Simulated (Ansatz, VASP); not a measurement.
# Two plane-wave programs on BN

```
B N
1.0
     2.32036    0.00000    0.00000
     0.00000    2.32036    0.00000
     0.00000    0.00000    2.32036
B N
1 1
Direct
  0.00000 0.00000 0.00000
  0.50000 0.50000 0.50000
```

Alike in both runs: functional PBE; k mesh 14 × 14 × 14; occupations fermi-dirac, width 0.05 eV; no spin polarisation.

Ansatz relaxed the structure, and its values are those at the end. VASP's run is a single point on that final structure, the one shown.

```csv
,VASP,Ansatz
version,VASP 6.6.1,Ansatz 0.2.0
potentials or method,"VASP PAW PBE potentials, release 64 (B, N)","PAW with Ansatz's default frozen-core files, scalar-relativistic"
plane-wave cutoff (eV),520,420
valence electrons in the cell,8,8
```

|  | VASP | Ansatz | Ansatz less VASP |
| --- | --- | --- | --- |
| pressure (GPa) | -0.1 | 0.0 | +0.10 |
